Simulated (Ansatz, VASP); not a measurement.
BaZrO3 in VASP and in Ansatz

Contents of INCAR:

```
SYSTEM = BaZrO3
ALGO     = Normal         ! electronic algorithm
EDIFF    = 1E-7           ! SCF threshold, eV
ENCUT    = 520            ! plane-wave cutoff, eV
GGA      = PE             ! functional
ISIF     = 2              ! what is computed and relaxed
ISMEAR   = -1             ! smearing method
LASPH    = .True.         ! aspherical terms in the spheres
LCHARG   = .True.         ! write CHGCAR
LELF     = .True.         ! ELF
LREAL    = .False.        ! projectors in reciprocal space
LVHAR    = .True.       
LWAVE    = .False.        ! write WAVECAR
NBANDS   = 28             ! bands
NELM     = 80             ! most SCF steps
PREC     = Accurate       ! precision mode
SIGMA    = 0.02           ! smearing width, eV
```

KPOINTS

```
k-points
0
Gamma
  6 6 6
  0 0 0
```

The input POSCAR:

```
BaZrO3
1.0
    4.2053549142      0.0000000000      0.0000000000
    0.0000000000      4.2053549142      0.0000000000
    0.0000000000      0.0000000000      4.2053549142
Ba Zr O
1 1 3
Direct
    0.0000000000      0.0000000000      0.0000000000
    0.5000000000      0.5000000000      0.5000000000
    0.5000000000      0.5000000000      0.0000000000
    0.5000000000      0.0000000000      0.5000000000
    0.0000000000      0.5000000000      0.5000000000
```

Input for Ansatz:

```yaml
crystal:
  lattice:
    - [4.2053549142, 0.0, 0.0]
    - [0.0, 4.2053549142, 0.0]
    - [0.0, 0.0, 4.2053549142]
  atoms:
    - { symbol: Ba, position: [0.0, 0.0, 0.0] }
    - { symbol: Zr, position: [0.5, 0.5, 0.5] }
    - { symbol: O, position: [0.5, 0.5, 0.0] }
    - { symbol: O, position: [0.5, 0.0, 0.5] }
    - { symbol: O, position: [0.0, 0.5, 0.5] }
kpoints:
  mp_grid: { grid: [6, 6, 6] }
  band_path:
    path:
      - [[0.0, 0.0, 0.0], [-6.291087901378e-51, 0.5, 1.526569483974e-35], [0.5, 0.5, -9.159416903846e-35], [0.0, 0.0, 0.0], [0.5, 0.5, 0.5], [-6.291087901378e-51, 0.5, 1.526569483974e-35]]
      - [[0.5, 0.5, 0.5], [0.5, 0.5, -9.159416903846e-35]]
    npoints: 10
hamiltonian:
  xc: pbe
scf:
  occupations: { method: fermi_dirac, width: 0.02 }
  n_extra_bands: 5
output:
  forces: true
  stress: true
  eigenvalues: true
```

The cell was built by a generator and needn't be a form met in nature.

Alike in both runs: task single point; functional PBE; k mesh 6 × 6 × 6; occupations fermi-dirac, width 0.02 eV; no spin polarisation.

```csv
,VASP,Ansatz
version,VASP 6.6.1,Ansatz 0.2.0
potentials or method,"VASP PAW PBE potentials, release 64 (Ba_sv, Zr_sv, O)","plane waves, PAW"
plane-wave cutoff (eV),520,420
valence electrons in the cell,40,40
```

VASP gave:

- gap on the k mesh at the Fermi level (eV): 3.17
- pressure (GPa): 3.4

Task: What did Ansatz give for the same quantities?

Result: gap on the k mesh at the Fermi level (eV): 3.22; pressure (GPa): 2.4.

The functional is the same, so the differences come from potentials, cutoffs and numerics.

Caveats: spin-orbit coupling is left out, which moves the levels of the heavy elements. A k mesh can miss the band edges.
